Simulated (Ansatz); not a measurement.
InP3: do energies and stresses tell the same story?

Level of theory: DFT PBEsol, scalar-relativistic, plane waves, PAW in Ansatz.

Cutoff 420 eV; k points 6×6×6 on the computed 8-atom cell (Γ-centred); Gaussian smearing, width 0.10 eV; no spin polarisation.

Relaxed cell: R-3m, a = 7.430 Å, b = 7.430 Å, c = 9.838 Å, α = 90.00°, β = 90.00°, γ = 120.00°, 8 atoms in the primitive cell. Whether it is the stable form of this composition wasn't checked.

Energies at zero smearing and pressures from the stress tensor, at volumes with shape and atoms relaxed:
| V (Å³/atom) | E − E(first) (meV/atom) | P (GPa) |
| --- | --- | --- |
| 17.246 | 0.00 | 9.95 |
| 17.834 | -30.53 | 6.75 |
| 18.422 | -50.39 | 4.11 |
| 19.010 | -61.26 | 1.87 |
| 19.598 | -64.63 | 0.01 |
| 20.186 | -61.63 | -1.57 |
| 20.774 | -53.37 | -2.86 |
| 21.558 | -35.82 | -4.22 |

Q: Check P = −dE/dV between neighbouring volumes, and get the bulk modulus from the pressures alone.

A: With 1 eV/Å³ = 160.2 GPa:
```tsv
middle V (Å³/atom)	−ΔE/ΔV (GPa)	mean P (GPa)
17.540	8.319	8.348
18.128	5.412	5.429
18.716	2.962	2.989
19.304	0.919	0.941
19.892	-0.818	-0.780
20.480	-2.251	-2.214
21.166	-3.586	-3.537
```

The two differ by 0.05 GPa at most. The mean of two end pressures misses the average over a step by about ΔV² P″/12, up to 0.05 GPa here; with that taken off 0.02 GPa remains. Around V = 19.598 Å³/atom, the two neighbours give B = −V ΔP/ΔV = 19.598 × 3.44 / 1.176 = 57.4 GPa, against B0 = 56.9 GPa from the Birch–Murnaghan fit of the energies.